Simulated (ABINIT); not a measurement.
# PbS (Galena) (Fm-3m) in ABINIT: notebook

The runs below take PbS (Galena) through band structure, with AM05, LDA-Teter.

Everything below comes from runs of ABINIT 10.8.3 (patched build). Logs are shortened: lines on timing, memory, paths and dates and some standing lists are left out, and cuts for length are marked. The log counts tension as positive stress, the text compression.

## Step 1: The crystal as given

It takes space group Fm-3m (No. 225, cubic). The conventional cell has a = 5.931 Å, b = 5.931 Å, c = 5.931 Å, α = 90.00°, β = 90.00°, γ = 90.00°. Around Pb (site symmetry m-3m) lie 6 S at 2.97 Å. S (site symmetry m-3m) has 6 Pb at 2.97 Å as nearest neighbours.

## Step 2: Band structure, AM05

File run.abi:

```
# Datasets: ground state, then fixed potential
ndtset 2

# Pseudopotentials
pp_dirpath "./"
pseudos "Pb.GGA_PBE-JTH_sp.xml, S.GGA_PBE-JTH.xml"

# Structure
acell 3*1.0
rprim
     0.0000000000     5.6044552541     5.6044552541
     5.6044552541     0.0000000000     5.6044552541
     5.6044552541     5.6044552541     0.0000000000
ntypat 2
znucl 82 16
natom 2
typat 1 2
xred
     0.0000000000     0.0000000000     0.0000000000
     0.5000000000     0.5000000000     0.5000000000

# Plane-wave basis
ecut 20.0
pawecutdg 40.0

# Exchange and correlation
ixc -120135

# Bands and occupations
occopt 3
tsmear 0.00183747

# SCF cycle
nstep 100

# Output
iomode 3
prtwf 0
prteig 0
prtebands 0
enunit 2
prtden1 1

# Dataset 1
kptopt1 1
ngkpt1 8 8 8
nshiftk1 1
shiftk1 0.0 0.0 0.0
nband1 9
tolvrs1 1.0e-9

# Dataset 2: bands along G-X-W-K-G-L-U-W-L-K
iscf2 -2
getden2 1
nband2 13
nbdbuf2 2
tolwfr2 1.0e-12
kptopt2 -9
ndivsm2 5
prteig2 1
kptbounds2
     0.0000000000     0.0000000000     0.0000000000
     0.5000000000     0.0000000000     0.5000000000
     0.5000000000     0.2500000000     0.7500000000
     0.3750000000     0.3750000000     0.7500000000
     0.0000000000     0.0000000000     0.0000000000
     0.5000000000     0.5000000000     0.5000000000
     0.6250000000     0.2500000000     0.6250000000
     0.5000000000     0.2500000000     0.7500000000
     0.5000000000     0.5000000000     0.5000000000
     0.3750000000     0.3750000000     0.7500000000
```

Potentials or basis: JTH PAW PBE v2.0 sp.

Command:

```sh
abinit run.abi > log 2>&1
```

run.abo:

```text
.Version 10.8.3 of ABINIT
 DATASET    1 : space group Fm -3 m (#225); Bravais cF (face-center cubic)
================================================================================
 Values of the parameters that define the memory need for DATASET  1.
     intxc =       0    ionmov =       0      iscf =      17    lmnmax =      13
     lnmax =       5     mgfft =      32  mpssoang =       3    mqgrid =    3001
     natom =       2  nloc_mem =       2    nspden =       1   nspinor =       1
    nsppol =       1      nsym =      48    n1xccc =       1    ntypat =       2
    occopt =       3   xclevel =       2
       mpw =        1540          nfft =       32768          nkpt =          29
 PAW method is used; the additional fine FFT grid is defined by:
   mgfftf=        48    nfftf =    110592
================================================================================
================================================================================

 DATASET    2 : space group Fm -3 m (#225); Bravais cF (face-center cubic)
================================================================================
 Values of the parameters that define the memory need for DATASET  2.
     intxc =       0    ionmov =       0      iscf =      -2    lmnmax =      13
     lnmax =       5     mgfft =      32  mpssoang =       3    mqgrid =    3001
     natom =       2  nloc_mem =       2    nspden =       1   nspinor =       1
    nsppol =       1      nsym =      48    n1xccc =       1    ntypat =       2
    occopt =       3   xclevel =       2
       mpw =        1540          nfft =       32768          nkpt =          87
 PAW method is used; the additional fine FFT grid is defined by:
   mgfftf=        48    nfftf =    110592
================================================================================
================================================================================

--------------------------------------------------------------------------------
------------- Echo of variables that govern the present computation ------------
--------------------------------------------------------------------------------
 -outvars: echo values of preprocessed input variables --------
            acell      1.0000000000E+00  1.0000000000E+00  1.0000000000E+00 Bohr
              amu      2.07200000E+02  3.20660000E+01
             ecut      2.00000000E+01 Hartree
           enunit           2
           getden1          0
           getden2          1
             iscf1         17
             iscf2         -2
                       outvar_i_n : Printing only first  50 k-points.
              ixc     -120135
           jdtset        1    2
                       outvar_i_n : Printing only first  50 k-points.
           kptopt1          1
           kptopt2         -9
         kptrlatt        8    0    0      0    8    0      0    0    8
          kptrlen1     6.34071730E+01
          kptrlen2     3.00000000E+01
            natom           2
            nband1          9
            nband2         13
           nbdbuf1          0
           nbdbuf2          2
           ndtset           2
           ndivsm1          0
           ndivsm2          5
            ngfft          32      32      32
          ngfftdg          48      48      48
             nkpt1         29
             nkpt2         87
            nstep         100
             nsym          48
           ntypat           2
           occopt           3
        pawecutdg      4.00000000E+01 Hartree
         pawxcdev           0
        prtebands           0
           prteig1          0
           prteig2          1
            prtwf           0
            rprim      0.0000000000E+00  5.6044552541E+00  5.6044552541E+00
                       5.6044552541E+00  0.0000000000E+00  5.6044552541E+00
                       5.6044552541E+00  5.6044552541E+00  0.0000000000E+00
           shiftk1     0.00000000E+00  0.00000000E+00  0.00000000E+00
           shiftk2     5.00000000E-01  5.00000000E-01  5.00000000E-01
          spgroup         225
           tolvrs1     1.00000000E-09
           tolvrs2     0.00000000E+00
           tolwfr1     0.00000000E+00
           tolwfr2     1.00000000E-12
           tsmear      1.83747000E-03 Hartree
[... 778 lines left out ...]
iteration_state: {dtset: 2, }
comment   : Summary of ground state results
lattice_vectors:
- [  0.0000000,   5.6044553,   5.6044553, ]
- [  5.6044553,   0.0000000,   5.6044553, ]
- [  5.6044553,   5.6044553,   0.0000000, ]
lattice_lengths: [   7.92590,    7.92590,    7.92590, ]
lattice_angles: [ 60.000,  60.000,  60.000, ] # degrees, (23, 13, 12)
lattice_volume:   3.5207097E+02
convergence: {deltae:  0.000E+00, res2:  0.000E+00, residm:  9.992E-13, diffor:  0.000E+00, }
etotal    :  -1.40240875E+01
entropy   :   0.00000000E+00
fermie    :   7.91770335E-02
cartesian_stress_tensor: null
pressure_GPa: null
xred      :
- [  0.0000E+00,   0.0000E+00,   0.0000E+00, Pb]
- [  5.0000E-01,   5.0000E-01,   5.0000E-01,  S]
cartesian_forces: null
force_length_stats: {min: null, max: null, mean: null, }
...

 Integrated electronic density in atomic spheres:
 ------------------------------------------------
 Atom  Sphere_radius  Integrated_density
    1        2.91365          2.52538892
    2        1.90380          3.48591113

================================================================================

 ----iterations are completed or convergence reached----

 Mean square residual over all n,k,spin=   57.244E-14; max=  99.919E-14
 reduced coordinates (array xred) for    2 atoms
       0.000000000000      0.000000000000      0.000000000000
       0.500000000000      0.500000000000      0.500000000000

 cartesian coordinates (angstrom) at end:
    1      0.00000000000000     0.00000000000000     0.00000000000000
    2      2.96574999798330     2.96574999798330     2.96574999798330
 length scales=  1.000000000000  1.000000000000  1.000000000000 bohr
              =  0.529177210544  0.529177210544  0.529177210544 angstroms
 Eigenvalues (hartree) for nkpt=  87  k points:
 kpt#   1, nband= 13, wtk=  1.00000, kpt=  0.0000  0.0000  0.0000 (reduced coord)
  -0.42573   -0.14976   -0.00453   -0.00453   -0.00453    0.26353    0.26353    0.26353
   0.30722    0.30722    0.30722    0.36491    0.36491
 kpt#   2, nband= 13, wtk=  1.00000, kpt=  0.0357  0.0000  0.0357 (reduced coord)
  -0.42517   -0.15172   -0.00520   -0.00520   -0.00150    0.25213    0.26146    0.26146
   0.30409    0.31142    0.31142    0.36528    0.37058
 kpt#   3, nband= 13, wtk=  1.00000, kpt=  0.0714  0.0000  0.0714 (reduced coord)
  -0.42353   -0.15702   -0.00719   -0.00719    0.00679    0.22651    0.25715    0.25715
   0.29607    0.32199    0.32199    0.36638    0.37941
 kpt#   4, nband= 13, wtk=  1.00000, kpt=  0.1071  0.0000  0.1071 (reduced coord)
  -0.42082   -0.16442   -0.01036   -0.01036    0.01822    0.19720    0.25314    0.25314
   0.28558    0.33608    0.33608    0.36818    0.38618
 kpt#   5, nband= 13, wtk=  1.00000, kpt=  0.1429  0.0000  0.1429 (reduced coord)
  -0.41712   -0.17266   -0.01452   -0.01452    0.02934    0.17048    0.25063    0.25063
   0.27434    0.35201    0.35201    0.37063    0.39223
 kpt#   6, nband= 13, wtk=  1.00000, kpt=  0.1786  0.0000  0.1786 (reduced coord)
  -0.41251   -0.18080   -0.01939   -0.01939    0.03449    0.15266    0.24997    0.24997
[... 229 lines left out ...]
 kpt#  83, nband= 13, wtk=  1.00000, kpt=  0.4306  0.4306  0.6389 (reduced coord)
  -0.37293   -0.24242   -0.05963   -0.01394    0.01577    0.14667    0.17975    0.22258
   0.34063    0.39395    0.40724    0.44137    0.44472
 kpt#  84, nband= 13, wtk=  1.00000, kpt=  0.4167  0.4167  0.6667 (reduced coord)
  -0.37114   -0.23751   -0.07511   -0.02004    0.00517    0.16174    0.19133    0.23647
   0.32872    0.39929    0.40716    0.43833    0.44299
 kpt#  85, nband= 13, wtk=  1.00000, kpt=  0.4028  0.4028  0.6944 (reduced coord)
  -0.36953   -0.23236   -0.08818   -0.02571   -0.00412    0.17536    0.20276    0.24718
   0.31643    0.40752    0.40871    0.43490    0.44081
 kpt#  86, nband= 13, wtk=  1.00000, kpt=  0.3889  0.3889  0.7222 (reduced coord)
  -0.36833   -0.22739   -0.09792   -0.03072   -0.01213    0.18681    0.21351    0.25517
   0.30472    0.41193    0.41607    0.43165    0.43806
 kpt#  87, nband= 13, wtk=  1.00000, kpt=  0.3750  0.3750  0.7500 (reduced coord)
  -0.36780   -0.22303   -0.10351   -0.03492   -0.01891    0.19563    0.22324    0.26044
   0.29445    0.41660    0.42211    0.43018    0.43461
 Eigenvalues (   eV  ) for nkpt=  87  k points:
 kpt#   1, nband= 13, wtk=  1.00000, kpt=  0.0000  0.0000  0.0000 (reduced coord)
 -11.58460   -4.07518   -0.12313   -0.12313   -0.12313    7.17111    7.17111    7.17111
   8.35996    8.35996    8.35996    9.92968    9.92968
 kpt#   2, nband= 13, wtk=  1.00000, kpt=  0.0357  0.0000  0.0357 (reduced coord)
 -11.56957   -4.12838   -0.14158   -0.14158   -0.04072    6.86094    7.11460    7.11460
   8.27479    8.47407    8.47407    9.93968   10.08408
 kpt#   3, nband= 13, wtk=  1.00000, kpt=  0.0714  0.0000  0.0714 (reduced coord)
 -11.52480   -4.27272   -0.19572   -0.19572    0.18489    6.16357    6.99728    6.99728
   8.05653    8.76173    8.76173    9.96960   10.32419
 kpt#   4, nband= 13, wtk=  1.00000, kpt=  0.1071  0.0000  0.1071 (reduced coord)
 -11.45119   -4.47411   -0.28204   -0.28204    0.49577    5.36606    6.88833    6.88833
   7.77108    9.14513    9.14513   10.01861   10.50840
 kpt#   5, nband= 13, wtk=  1.00000, kpt=  0.1429  0.0000  0.1429 (reduced coord)
 -11.35040   -4.69843   -0.39500   -0.39500    0.79840    4.63897    6.81991    6.81991
   7.46527    9.57867    9.57867   10.08543   10.67301
 kpt#   6, nband= 13, wtk=  1.00000, kpt=  0.1786  0.0000  0.1786 (reduced coord)
 -11.22493   -4.91977   -0.52754   -0.52754    0.93856    4.15409    6.80201    6.80201
[... 230 lines left out ...]
 -10.14785   -6.59656   -1.62270   -0.37935    0.42909    3.99111    4.89118    6.05681
   9.26904   10.71986   11.08158   12.01031   12.10133
 kpt#  84, nband= 13, wtk=  1.00000, kpt=  0.4167  0.4167  0.6667 (reduced coord)
 -10.09934   -6.46285   -2.04396   -0.54525    0.14064    4.40118    5.20643    6.43471
   8.94482   10.86533   11.07928   11.92743   12.05435
 kpt#  85, nband= 13, wtk=  1.00000, kpt=  0.4028  0.4028  0.6944 (reduced coord)
 -10.05539   -6.32278   -2.39957   -0.69947   -0.11204    4.77192    5.51728    6.72605
   8.61052   11.08925   11.12144   11.83411   11.99501
 kpt#  86, nband= 13, wtk=  1.00000, kpt=  0.3889  0.3889  0.7222 (reduced coord)
 -10.02267   -6.18759   -2.66456   -0.83585   -0.33012    5.08324    5.81004    6.94362
   8.29176   11.20930   11.32187   11.74584   11.92017
 kpt#  87, nband= 13, wtk=  1.00000, kpt=  0.3750  0.3750  0.7500 (reduced coord)
 -10.00826   -6.06901   -2.81665   -0.95017   -0.51464    5.32330    6.07470    7.08703
   8.01243   11.33626   11.48613   11.70578   11.82647

== END DATASET(S) ==============================================================
================================================================================

 -outvars: echo values of variables after computation  --------
            acell      1.0000000000E+00  1.0000000000E+00  1.0000000000E+00 Bohr
           etotal1    -1.4024087525E+01
            fcart1    -0.0000000000E+00 -0.0000000000E+00 -0.0000000000E+00
                      -0.0000000000E+00 -0.0000000000E+00 -0.0000000000E+00
            rprim      0.0000000000E+00  5.6044552541E+00  5.6044552541E+00
                       5.6044552541E+00  0.0000000000E+00  5.6044552541E+00
                       5.6044552541E+00  5.6044552541E+00  0.0000000000E+00
           strten1     4.7441453546E-06  4.7441453546E-06  4.7441453546E-06
                       0.0000000000E+00  0.0000000000E+00  0.0000000000E+00
           xangst      0.0000000000E+00  0.0000000000E+00  0.0000000000E+00
                       2.9657499980E+00  2.9657499980E+00  2.9657499980E+00
             xred      0.0000000000E+00  0.0000000000E+00  0.0000000000E+00
                       5.0000000000E-01  5.0000000000E-01  5.0000000000E-01
 Calculation completed.
```

Wall time 39 s (1 thread of Arm Neoverse V2, shared host); peak memory 0.13 GiB.

Results:

```yaml
Free_energy: -381.6149 eV
Pressure: -0.1 GPa
Band_gap_on_the_k_mesh: 0.35 eV, direct
Band_gap_along_the_path: 0.35 eV, direct
Valence_electrons_inside_the_program's_atomic_spheres: Pb 2.53; S 3.49
```

Levels at the corners of the path, in eV from the valence-band top:
```tsv
point	band 3	band 4	band 5	band 6	band 7	band 8
Γ	-2.10	-2.10	-2.10	5.19	5.19	5.19
X	-5.21	-3.41	-3.41	3.78	5.63	5.69
W	-4.44	-4.44	-1.00	2.14	4.71	4.71
K	-4.79	-2.93	-2.49	3.35	4.10	5.11
Γ	-2.10	-2.10	-2.10	5.19	5.19	5.19
L	-1.77	-1.77	0.00	0.35	1.93	1.93
U	-4.79	-2.93	-2.49	3.35	4.10	5.11
W	-4.44	-4.44	-1.00	2.14	4.71	4.71
L	-1.77	-1.77	0.00	0.35	1.93	1.93
K	-4.79	-2.93	-2.49	3.35	4.10	5.11
```

Caveat: the PAW data sets were made with another functional, which shifts forces and pressure a little; spin-orbit coupling is left out, which as a rule narrows the gap of such compounds by several tenths of an eV; this set keeps more shells in the core, which shifts pressures and gaps.

## Step 3: Band structure, LDA-Teter

Edit run.abi of step 2 so:

```diff
@@ -5,10 +5,10 @@
 pp_dirpath "./"
-pseudos "Pb.GGA_PBE-JTH_sp.xml, S.GGA_PBE-JTH.xml"
+pseudos "Pb.LDA_PW-JTH.xml, S.LDA_PW-JTH.xml"
 
 # Structure
-acell 3*1.0
+acell 4.1942038726 4.1942038726 4.1942038726 Angstrom
 rprim
-     0.0000000000     5.6044552541     5.6044552541
-     5.6044552541     0.0000000000     5.6044552541
-     5.6044552541     5.6044552541     0.0000000000
+     0.0000000000     0.7071067812     0.7071067812
+     0.7071067812     0.0000000000     0.7071067812
+     0.7071067812     0.7071067812     0.0000000000
 ntypat 2
@@ -17,8 +17,8 @@
 typat 1 2
-xred
+xcart
      0.0000000000     0.0000000000     0.0000000000
-     0.5000000000     0.5000000000     0.5000000000
+     5.6044552541     5.6044552541     5.6044552541
 
 # Plane-wave basis
-ecut 20.0
+ecut 544.227725 eV
 pawecutdg 40.0
@@ -26,3 +26,3 @@
 # Exchange and correlation
-ixc -120135
+ixc 1
 
@@ -40,4 +40,6 @@
 prtebands 0
-enunit 2
 prtden1 1
+prtvha1 1
+prtvclmb1 1
+prtpot1 1
 
@@ -48,3 +50,3 @@
 shiftk1 0.0 0.0 0.0
-nband1 9
+nband1 14
 tolvrs1 1.0e-9
@@ -54,3 +56,3 @@
 getden2 1
-nband2 13
+nband2 18
 nbdbuf2 2
@@ -58,3 +60,3 @@
 kptopt2 -9
-ndivsm2 5
+ndivsm2 8
 prteig2 1
```

Potentials or basis: JTH PAW LDA v2.0.

Command:

```sh
abinit run.abi > log 2>&1
```

run.abo:

```text
.Version 10.8.3 of ABINIT
 DATASET    1 : space group Fm -3 m (#225); Bravais cF (face-center cubic)
================================================================================
 Values of the parameters that define the memory need for DATASET  1.
     intxc =       0    ionmov =       0      iscf =      17    lmnmax =      18
     lnmax =       6     mgfft =      32  mpssoang =       3    mqgrid =    3001
     natom =       2  nloc_mem =       2    nspden =       1   nspinor =       1
    nsppol =       1      nsym =      48    n1xccc =       1    ntypat =       2
    occopt =       3   xclevel =       1
       mpw =        1540          nfft =       32768          nkpt =          29
 PAW method is used; the additional fine FFT grid is defined by:
   mgfftf=        48    nfftf =    110592
================================================================================
================================================================================

 DATASET    2 : space group Fm -3 m (#225); Bravais cF (face-center cubic)
[... 1898 lines left out ...]
   0.11117    0.12657    0.33763    0.36706    0.40105    0.44376    0.59252    0.61565
   0.67735    0.69090

== END DATASET(S) ==============================================================
================================================================================

 -outvars: echo values of variables after computation  --------
            acell      7.9258966354E+00  7.9258966354E+00  7.9258966354E+00 Bohr
           etotal1    -7.1802689244E+01
            fcart1    -0.0000000000E+00 -0.0000000000E+00 -0.0000000000E+00
                      -0.0000000000E+00 -0.0000000000E+00 -0.0000000000E+00
            rprim      0.0000000000E+00  7.0710678120E-01  7.0710678120E-01
                       7.0710678120E-01  0.0000000000E+00  7.0710678120E-01
                       7.0710678120E-01  7.0710678120E-01  0.0000000000E+00
           strten1     9.4609912337E-05  9.4609912337E-05  9.4609912337E-05
                       0.0000000000E+00  0.0000000000E+00  0.0000000000E+00
           xangst      0.0000000000E+00  0.0000000000E+00  0.0000000000E+00
                       2.9657500001E+00  2.9657500001E+00  2.9657500001E+00
             xred      0.0000000000E+00  0.0000000000E+00  0.0000000000E+00
                       5.0000000000E-01  5.0000000000E-01  5.0000000000E-01
 Calculation completed.
```

Wall time 95 s (1 thread of Arm Neoverse V2, shared host); peak memory 0.15 GiB.

Results:

```
Free energy                                           : -1953.8507 eV
Band gap on the k mesh                                : 0.23 eV, direct
Valence electrons inside the program's atomic spheres : Pb 11.32; S 3.48
```

Levels at the corners of the path, in eV from the valence-band top:
```
point  band 7  band 8  band 9  band 10  band 11  band 12  band 13  band 14
    Γ   -6.12   -2.13   -2.13    -2.13     5.08     5.08     5.08     6.68
    X   -7.32   -5.22   -3.43    -3.43     3.78     5.49     5.58     5.58
    W   -8.06   -4.44   -4.44    -0.98     2.07     4.59     4.59     8.07
    K   -8.09   -4.80   -2.92    -2.50     3.25     4.05     4.97     6.13
    Γ   -6.12   -2.13   -2.13    -2.13     5.08     5.08     5.08     6.68
    L   -8.95   -1.71   -1.71     0.00     0.23     1.85     1.85     8.53
    U   -8.09   -4.80   -2.92    -2.50     3.25     4.05     4.97     6.13
    W   -8.06   -4.44   -4.44    -0.98     2.07     4.59     4.59     8.07
    L   -8.95   -1.71   -1.71     0.00     0.23     1.85     1.85     8.53
    K   -8.09   -4.80   -2.92    -2.50     3.25     4.05     4.97     6.13
```

Caveat: the cutoff is too short for stress, so the log's stress isn't used; spin-orbit coupling is left out, which as a rule narrows the gap of such compounds by several tenths of an eV. A k mesh can miss the band edges.
